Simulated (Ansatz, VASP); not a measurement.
## One calculation of Ir, two programs

File INCAR:

```
SYSTEM = Ir
AGGAC = 1.0 ; AGGAX = 1.0
ALDAC = 0.0 ; ALDAX = 1.0
ALGO = Normal ; EDIFF = 1E-7
ENCUT = 520 ; GGA = B5
ISIF = 2 ; ISMEAR = -1
LASPH = .True. ; LCHARG = .True.
LELF = .True. ; LREAL = .False.
LVHAR = .True. ; LWAVE = .False.
NBANDS = 10 ; NELM = 100
PREC = Accurate ; SIGMA = 0.1
```

File KPOINTS:

```
k-points
0
Gamma
  22 22 22
  0 0 0
```

Contents of POSCAR:

```
Ir
1.0
    0.0000000000      1.9422330586      1.9422330586
    1.9422330586      0.0000000000      1.9422330586
    1.9422330586      1.9422330586      0.0000000000
Ir
1
Direct
    0.0000000000      0.0000000000      0.0000000000
```

Input for Ansatz:

```yaml
crystal:
  lattice:
    - [0.0, 1.9422330586, 1.9422330586]
    - [1.9422330586, 0.0, 1.9422330586]
    - [1.9422330586, 1.9422330586, 0.0]
  atoms:
    - { symbol: Ir, position: [0.0, 0.0, 0.0] }
hamiltonian:
  xc: blyp
  pseudopotentials:
    kind: paw
    azcp:
      Ir: "pseudopotentials/Ir.paw.azcp"
basis:
  ecutwfc: 420
  fft_grid_basis: typed
kpoints:
  mp_grid: { grid: [22, 22, 22], shift: [0, 0, 0] }
magnetization:
  spin_polarized: false
scf:
  occupations: { method: fermi_dirac, width: 0.1 }
output:
  stress: true
```

Alike in both runs: task single point; functional BLYP; k mesh 22 × 22 × 22; occupations fermi-dirac, width 0.1 eV; no spin polarisation.

|  | VASP | Ansatz |
| --- | --- | --- |
| version | VASP 6.6.1 | Ansatz 0.2.0 |
| potentials or method | VASP PAW PBE potentials, release 64 (Ir) | plane waves (420 eV) with PAW, scalar-relativistic |
| plane-wave cutoff (eV) | 520 | 420 |
| valence electrons in the cell | 9 | 17 |

|  | VASP | Ansatz | Ansatz less VASP |
| --- | --- | --- | --- |
| pressure (GPa) | 16.0 | 13.1 | -2.84 |

The functional is the same, so the differences come from potentials, cutoffs and numerics. The two sets of potentials don't hold the same shells in valence.

Caveats: so large a pressure means that the cell lies far from this level's equilibrium, or that cutoff or potentials fall short (VASP); the potentials were made for another functional, which shifts forces and pressure (VASP). Spin-orbit coupling is left out, which matters for the levels of Ir.
